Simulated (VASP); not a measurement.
# Mg (P6_3/mmc) in VASP: a series of runs

The runs below take Mg through relaxation of cell and atoms, electrostatic potential, with PBE+D4.

Everything below comes from runs of VASP 6.6.1. Logs are shortened: lines on timing, memory, paths and dates and some standing lists are left out, and cuts for length are marked.

**1. Starting point**

The structure is hexagonal, space group P6_3/mmc (No. 194). The conventional cell has a = 3.180 Å, b = 3.180 Å, c = 5.160 Å, α = 90.00°, β = 90.00°, γ = 120.00°. Mg (site symmetry -6m2) has 12 Mg at 3.17 to 3.18 Å as nearest neighbours.

The cell was built by a generator and needn't be a form met in nature.

**2. Relaxation of cell and atoms, PBE+D4**

INCAR reads:

```
SYSTEM = Mg
PREC = Accurate
ENCUT = 600
EDIFF = 1E-7
ISMEAR = 1
SIGMA = 0.1
LREAL = .FALSE.
LASPH = .TRUE.
NELM = 120
ALGO = Fast
ISIF = 3
LWAVE = .FALSE.
LCHARG = .FALSE.
GGA = PE
IVDW = 13
IBRION = 2
NSW = 40
EDIFFG = -0.005
```

KPOINTS reads:

```
Automatic mesh
0
G
  16 16 8
  0 0 0
```

POSCAR reads:

```
Mg
1.0
    3.1800000000      0.0000000000      0.0000000000
   -1.5900000000      2.7539607800      0.0000000000
    0.0000000000      0.0000000000      5.1600000000
Mg
2
Direct
    0.3333333300      0.6666666700      0.2500000000
    0.6666666700      0.3333333300      0.7500000000
```

Potentials or basis: VASP PAW PBE potentials, release 64 (Mg).

Command:

```sh
$ cat potpaw_PBE.64/Mg/POTCAR > POTCAR
$ mpirun -np 1 vasp_std > vasp.out
```

OUTCAR:

```text
SYSTEM = Mg
   PREC = Accurate
   ENCUT = 600
   EDIFF = 1E-7
   ISMEAR = 1
   LREAL = .FALSE.
   LASPH = .TRUE.
   NELM = 120
   ISIF = 3
   GGA = PE
   IVDW = 13
   IBRION = 2
   NSW = 40
   EDIFFG = -0.005

 ion  position               nearest neighbor table
   1  0.333  0.667  0.250-   2 3.17   2 3.17   2 3.17   2 3.17   2 3.17   2 3.17
   2  0.667  0.333  0.750-   1 3.17   1 3.17   1 3.17   1 3.17   1 3.17   1 3.17

  LATTYP: Found a hexagonal cell.
 ALAT       =     3.1800000000
 C/A-ratio  =     1.6226415094

  Lattice vectors:

 A1 = (   3.1800000000,   0.0000000000,   0.0000000000)
 A2 = (  -1.5900000000,   2.7539607800,   0.0000000000)
 A3 = (   0.0000000000,   0.0000000000,   5.1600000000)

Analysis of symmetry for initial positions (statically):
=====================================================================
 Subroutine PRICEL returns:
 Original cell was already a primitive cell.

 Routine SETGRP: Setting up the symmetry group for a
 hexagonal supercell.

 Subroutine GETGRP returns: Found 24 space group operations
 (whereof 12 operations were pure point group operations)
 out of a pool of 24 trial point group operations.

The static configuration has the point symmetry D_3d.
 The point group associated with its full space group is D_6h.

Analysis of symmetry for dynamics (positions and initial velocities):
=====================================================================
 Subroutine PRICEL returns:
 Original cell was already a primitive cell.

 Routine SETGRP: Setting up the symmetry group for a
 hexagonal supercell.

 Subroutine GETGRP returns: Found 24 space group operations
 (whereof 12 operations were pure point group operations)
 out of a pool of 24 trial point group operations.

The dynamic configuration has the point symmetry D_3d.
 The point group associated with its full space group is D_6h.

 Subroutine INISYM returns: Found 24 space group operations
 (whereof 12 operations are pure point group operations),
 and found     1 'primitive' translations

----------------------------------------------------------------------------------------

                                     Primitive cell

  volume of cell :      45.1892

  direct lattice vectors                    reciprocal lattice vectors
     3.180000000  0.000000000  0.000000000     0.314465409  0.181556689  0.000000000
    -1.590000000  2.753960780  0.000000000     0.000000000  0.363113377  0.000000000
     0.000000000  0.000000000  5.160000000     0.000000000  0.000000000  0.193798450

  length of vectors
     3.180000000  3.179999997  5.160000000     0.363113377  0.363113377  0.193798450

  position of ions in fractional coordinates (direct lattice)
     0.333333330  0.666666670  0.250000000
     0.666666670  0.333333330  0.750000000

  ion indices of the primitive-cell ions
   primitive index   ion index
                 1           1
                 2           2

----------------------------------------------------------------------------------------

 KPOINTS: Automatic mesh

Automatic generation of k-mesh.
 Grid dimensions read from file:
 generate k-points for:   16   16    8

 Generating k-lattice:

  Cartesian coordinates                     Fractional coordinates (reciprocal lattice)
     0.019654088  0.011347293  0.000000000     0.062500000  0.000000000  0.000000000
     0.000000000  0.022694586  0.000000000     0.000000000  0.062500000  0.000000000
     0.000000000  0.000000000  0.024224806     0.000000000  0.000000000  0.125000000

  Length of vectors
     0.022694586  0.022694586  0.024224806

  Shift w.r.t. Gamma in fractional coordinates (k-lattice)
     0.000000000  0.000000000  0.000000000

 Subroutine IBZKPT returns following result:
 ===========================================

 Found    150 irreducible k-points:

 Following reciprocal coordinates:
            Coordinates               Weight
  0.000000  0.000000  0.000000      1.000000
  0.062500 -0.000000  0.000000      6.000000
  0.125000 -0.000000  0.000000      6.000000
  0.187500 -0.000000  0.000000      6.000000
  0.250000 -0.000000  0.000000      6.000000
  0.312500 -0.000000  0.000000      6.000000
[... 16 lines left out ...]
  0.187500  0.187500  0.000000      6.000000
  0.250000  0.187500  0.000000     12.000000
 [... further k-points ...]
   k-points           NKPTS =    150   k-points in BZ     NKDIM =    150   number of bands    NBANDS=      6
   number of dos      NEDOS =    301   number of ions     NIONS =      2
   total plane-waves  NPLWV =  32928
   dimension x,y,z NGX =    28 NGY =   28 NGZ =   42
   dimension x,y,z NGXF=    56 NGYF=   56 NGZF=   84
   ions per type =               2
   NGX,Y,Z   is equivalent  to a cutoff of  14.64, 14.64, 13.53 a.u.
   NGXF,Y,Z  is equivalent  to a cutoff of  29.28, 29.28, 27.06 a.u.
 SYSTEM =  Mg
   PREC   = accura    normal or accurate (medium, high low for compatibility)
   ISTART =      0    job   : 0-new  1-cont  2-samecut
   ICHARG =      2    charge: 1-file 2-atom 10-const
   ISPIN  =      1    spin polarized calculation?
   LNONCOLLINEAR =      F non collinear calculations
   LSORBIT =      F    spin-orbit coupling
   LASPH  =      T    aspherical Exc in radial PAW
   ENCUT  =  600.0 eV  44.10 Ry    6.64 a.u.   6.35  6.35 10.31*2*pi/ulx,y,z
   NELM   =    120;   NELMIN=  2; NELMDL= -5     # of ELM steps
   EDIFF  = 0.1E-06   stopping-criterion for ELM
   LREAL  =      F    real-space projection
   EDIFFG = -.5E-02   stopping-criterion for IOM
   NSW    =     40    number of steps for IOM
   IBRION =      2    ionic relax: 0-MD 1-quasi-New 2-CG
   NFREE  =      1    steps in history (QN), initial steepest desc. (CG)
   ISIF   =      3    stress and relaxation
   ISYM   =      2    0-nonsym 1-usesym 2-fastsym
   POTIM  = 0.5000    time-step for ionic-motion
   TEBEG  =    0.0;   TEEND  =   0.0 temperature during run
   PSTRESS=    0.0 pullay stress
   NELECT =       4.0000    total number of electrons
   NUPDOWN=      -1.0000    fix difference up-down
   EMIN   =  10.00;   EMAX   =-10.00  energy-range for DOS
   EFERMI =   0.00;   METHOD = LEGACY
   ISMEAR =     1;   SIGMA  =   0.10  broadening in eV -4-tet -1-fermi 0-gaus
   EFERMI_NEDOS =   21; number of points for ismear=-14 and -15
   IALGO  =     68    algorithm
   IMIX   =      4    mixing-type and parameters
     AMIX     =   0.40;   BMIX     =  1.00
     AMIX_MAG =   1.60;   BMIX_MAG =  1.00
  volume/ion in A,a.u.               =      22.59       152.48
  Fermi-wavevector in a.u.,A,eV,Ry     =   0.729597  1.378739  7.242550  0.532312
  Thomas-Fermi vector in A             =   1.821359
   LORBIT       =      0    0 simple, 1 ext, 2 COOP (PROOUT), +10 PAW based schemes
   GGA     = PE    functional components
   LHFCALC =     F    Hartree Fock is set to
   AEXX    =    0.0000 exact exchange contribution
   IVDW    =    13    specifies the selected vdW correction
   LEPSILON=     F    determine dielectric tensor
   LRPA    =     F    only Hartree local field effects (RPA)
 conjugate gradient relaxation of ions
 non-spin polarized calculation
 RMM-DIIS sequential band-by-band and
 Methfessel and Paxton  Order N= 1 SIGMA  =   0.10
  energy-cutoff  :      600.00
  volume of cell :       45.19
 maximum number of plane-waves:      1528
 NGX is ok and might be reduce to    28
   NGX = 13   NGY = 13   NGZ = 21

--------------------------------------- Ionic step        1  -------------------------------------------

 number of electron       4.0000000 magnetization

 Free energy of the ion-electron system (eV)
  ---------------------------------------------------
  ext. energy  EPLUGINS =         0.00000000
  ---------------------------------------------------
  free energy    TOTEN  =        -3.00738138 eV

  energy without entropy =       -3.00722466  energy(sigma->0) =       -3.00732914

------------------------ aborting loop because EDIFF is reached ----------------------------------------

  DFT-D4 for vdW energy calculation

  Edisp (eV):   -0.15396

  FORCE on cell =-STRESS in cart. coord.  units (eV):
  Direction    XX          YY          ZZ          XY          YZ          ZX
  --------------------------------------------------------------------------------------
  -------------------------------------------------------------------------------------
  Total       0.01605     0.01605    -0.09277     0.00000     0.00000     0.00000
  in kB       0.56913     0.56913    -3.28931     0.00000     0.00000     0.00000
  external pressure =       -0.72 kB  Pullay stress =        0.00 kB
[... 141 lines left out ...]
  energy  without entropy=       -3.1615480546  energy(sigma->0) =       -3.16163448

--------------------------------------- Ionic step        5  -------------------------------------------

 number of electron       4.0000000 magnetization

 Free energy of the ion-electron system (eV)
  ---------------------------------------------------
  ext. energy  EPLUGINS =         0.00000000
  ---------------------------------------------------
  free energy    TOTEN  =        -3.00739954 eV

  energy without entropy =       -3.00728259  energy(sigma->0) =       -3.00736056

 E-fermi :   2.7444     XC(G=0):  -8.5476

 val. band max:        2.7373836922   @ k =   0.3125   0.3125   0.2500
 cond. band min:       2.7528651363   @ k =   0.5000  -0.0000   0.3750
 fundamental gap:      0.0154814441
 Fermi energy:         2.7444262201

 k-point     1 :       0.0000    0.0000    0.0000
  band No.  band energies     occupation
      1      -4.2814      2.00000
      2       1.0651      2.00000
      3       1.5764      2.00000
      4      13.6742      0.00000
      5      13.6742      0.00000
      6      13.8027      0.00000

 k-point     2 :       0.0625   -0.0000    0.0000
  band No.  band energies     occupation
      1      -4.2040      2.00000
      2       1.1356      2.00000
      3       1.6514      2.00000
      4      12.0427      0.00000
      5      12.7698      0.00000
      6      13.5773      0.00000
[... 190 lines left out ...]
 k-point    24 :       0.2500    0.1875    0.0000
  band No.  band energies     occupation
      1      -1.4604      2.00000
      2       3.6788     -0.00000
      3       3.7660     -0.00000
      4       4.8020      0.00000
      5       5.9645      0.00000
      6       9.3290      0.00000

 [... further k-points ...]

------------------------ aborting loop because EDIFF is reached ----------------------------------------

  DFT-D4 for vdW energy calculation

  Edisp (eV):   -0.15431

  FORCE on cell =-STRESS in cart. coord.  units (eV):
  Direction    XX          YY          ZZ          XY          YZ          ZX
  --------------------------------------------------------------------------------------
  -------------------------------------------------------------------------------------
  Total       0.00171     0.00171     0.00642     0.00000     0.00000     0.00000
  in kB       0.06094     0.06094     0.22827     0.00000     0.00000     0.00000
  external pressure =        0.12 kB  Pullay stress =        0.00 kB
[... 17 lines left out ...]
  FREE ENERGIE OF THE ION-ELECTRON SYSTEM (eV)
  ---------------------------------------------------
  free  energy   TOTEN  =        -3.1617070140 eV

  energy  without entropy=       -3.1615900647  energy(sigma->0) =       -3.16166803

 reached required accuracy - stopping structural energy minimisation
```

Run time: 90 s. Hardware: 1 thread of AMD EPYC 7R13 (Zen 3), shared host; peak memory 0.19 GiB.

What came out:

```
Free energy                            : -3.1617 eV
Relaxed volume                         : 22.54 Å³/atom
Relaxed cell                           : a = 3.187 Å, b = 3.187 Å, c = 5.126 Å, α = 90.00°, β = 90.00°, γ = 120.00°
Space group after relaxing (to 0.05 Å) : P6_3/mmc (No. 194)
Energy gained by relaxing              : 0.2 meV/atom
Ionic steps                            : 5
Pressure after relaxing                : 0.0 GPa
Band gap on the k mesh                 : none (metal or under the smearing width)
Dispersion energy per atom             : -0.077 eV
```

The path:
| step | energy change (eV) | largest force (eV/Å) | pressure (GPa) | volume (Å³) |
| --- | --- | --- | --- | --- |
| 1 | 0.0000 | 0.0000 | -0.07 | 45.19 |
| 2 | -0.0002 | 0.0000 | -0.02 | 45.12 |
| 3 | -0.0003 | 0.0000 | 0.07 | 45.02 |
| 4 | -0.0003 | 0.0000 | 0.08 | 45.00 |
| 5 | -0.0004 | 0.0000 | 0.01 | 45.08 |

Final structure:
```cif
data_structure
_symmetry_space_group_name_H-M 'P 1'
_symmetry_Int_Tables_number 1
_cell_length_a 3.1869
_cell_length_b 3.1869
_cell_length_c 5.1257
_cell_angle_alpha 90.000
_cell_angle_beta 90.000
_cell_angle_gamma 120.000
_cell_volume 45.08
loop_
_atom_site_label
_atom_site_type_symbol
_atom_site_fract_x
_atom_site_fract_y
_atom_site_fract_z
_atom_site_occupancy
Mg1 Mg 0.33333 0.66667 0.25000 1
Mg2 Mg 0.66667 0.33333 0.75000 1
```

Caveat: pairwise dispersion overbinds metals, which lowers pressure and volume.

**3. Electrostatic potential, PBE+D4**

This run uses another cell than the first one, of 22.54 Å³/atom, 0.998 times its volume.

INCAR reads:

```
SYSTEM = Mg
PREC = Accurate ; ENCUT = 520
EDIFF = 1E-7 ; ISMEAR = 1
SIGMA = 0.1 ; LREAL = .False.
LASPH = .True. ; NELM = 60
ALGO = Fast ; ISIF = 2
LWAVE = .False. ; LCHARG = .True.
GGA = PE ; IVDW = 13
LVHAR = .True.
```

KPOINTS reads:

```
regular mesh
0
Gamma
  16 16 8
  0 0 0
```

POSCAR reads:

```
Mg                                      
1.0
    3.1869192556      0.0000000000      0.0000000000
   -1.5934596278      2.7599530311      0.0000000000
    0.0000000000      0.0000000000      5.1257170373
  Mg            
     2
Direct
     0.3333333300000021    0.6666666699999979    0.2500000000000000
     0.6666666699999979    0.3333333300000021    0.7500000000000000
```

Potentials or basis: VASP PAW PBE potentials, release 64 (Mg).

Command:

```sh
$ cat potpaw_PBE.64/Mg/POTCAR > POTCAR
$ mpirun -np 1 vasp_std > vasp.out
```

Wall time 27 s (1 thread of AMD EPYC 7R13 (Zen 3), shared host); peak memory 0.15 GiB.

The run converged. Its results:

| Item | Value |
| --- | --- |
| Free energy | -3.1616 eV |
| Pressure | 0.0 GPa |
| Band gap on the k mesh | none (metal or under the smearing width) |
| Dispersion energy per atom | -0.077 eV |

Levels at points of the mesh, in eV from the Fermi level:
```tsv
k point	band 1	band 2	band 3	band 4	band 5	band 6
(0.00, 0.00, 0.00)	-7.03	-1.68	-1.17	10.93	10.93	11.06
(0.50, 0.00, 0.00)	-2.21	-2.20	2.69	3.03	3.38	3.76
(0.00, 0.00, 0.50)	-5.60	-5.60	5.22	5.22	11.69	11.69
(0.50, 0.00, 0.50)	-1.15	-1.15	-0.47	-0.47	8.06	8.08
```

Caveat: pairwise dispersion overbinds metals, which lowers pressure and volume.
